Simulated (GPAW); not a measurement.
**In: relaxation of cell and atoms with PBEsol+D3(BJ)+ATM**

The system is In.

```
In
1.0
    -1.62547    1.62547    2.47370
     1.62547   -1.62547    2.47370
     1.62547    1.62547   -2.47370
In
1
Direct
  0.00000 0.00000 0.00000
```

```
Program             : GPAW 26.7.0
Task                : relaxation of cell and atoms
Functional          : PBEsol
Dispersion          : D3(BJ)+ATM
Potentials or basis : PAW data sets generated in the run's folder for this functional
Cutoff              : 600 eV
Basis               : pw
k mesh              : 10 × 10 × 10
Occupations         : fermi-dirac, width 0.05 eV
Spin                : no spin polarisation
Maxiter             : 150
Optimizer           : BFGS
Fmax                : 0.02 eV/Å
Max steps           : 60
Convergence         : density=1e-05 forces=0.0001
```

The relaxed volume is 24.25 Å³/atom and the relaxed cell is a = 3.251 Å, b = 3.251 Å, c = 3.251 Å, α = 120.13°, β = 120.13°, γ = 89.77°. The space group after relaxing (to 0.05 Å) is Fm-3m (No. 225) and the energy gained by relaxing is 33.1 meV/atom. The ionic steps are 8 and the pressure after relaxing is 0.0 GPa. The band gap on the k mesh is none (metal or under the smearing width) and the dispersion energy per atom is -0.369 eV.

The path:
```tsv
step	energy change (eV)	largest force (eV/Å)	pressure (GPa)	volume (Å³)
1	0.0000	0.0000	-3.39	26.14
2	-0.0130	0.0000	-2.49	25.53
3	-0.0272	0.0000	0.91	23.86
4	-0.0286	0.0000	0.37	24.08
5	-0.0313	0.0000	-0.22	24.34
6	-0.0328	0.0000	-0.52	24.48
7	-0.0331	0.0000	-0.21	24.34
8	-0.0331	0.0000	0.00	24.25
```

Final structure:
```
In
1.0
    -1.62225    1.62225    2.30335
     1.62225   -1.62225    2.30335
     1.62225    1.62225   -2.30335
In
1
Direct
  0.00000 0.00000 0.00000
```

Levels at points of the mesh, in eV from the Fermi level:
| k point | band 3 | band 4 | band 5 | band 6 | band 7 | band 8 | band 9 | band 10 |
| --- | --- | --- | --- | --- | --- | --- | --- | --- |
| (0.00, 0.00, 0.00) | -14.49 | -14.27 | -14.27 | -10.04 | 11.28 | 11.28 | 11.29 | 11.82 |
| (0.50, 0.00, 0.50) | -14.47 | -14.08 | -14.08 | -4.29 | -3.70 | 8.93 | 9.02 | 11.10 |
| (0.50, 0.50, 0.00) | -14.09 | -14.03 | -14.02 | -2.43 | -1.84 | 4.19 | 4.21 | 7.86 |
| (0.50, 0.50, 0.50) | -14.09 | -14.03 | -14.03 | -2.47 | -1.92 | 4.26 | 4.26 | 7.93 |

It took 110 s on 1 thread of Arm Neoverse V2, on a shared host, peak memory 0.26 GiB.

Caveat: later steps reuse the first step's grids; pairwise dispersion overbinds metals, which lowers pressure and volume.
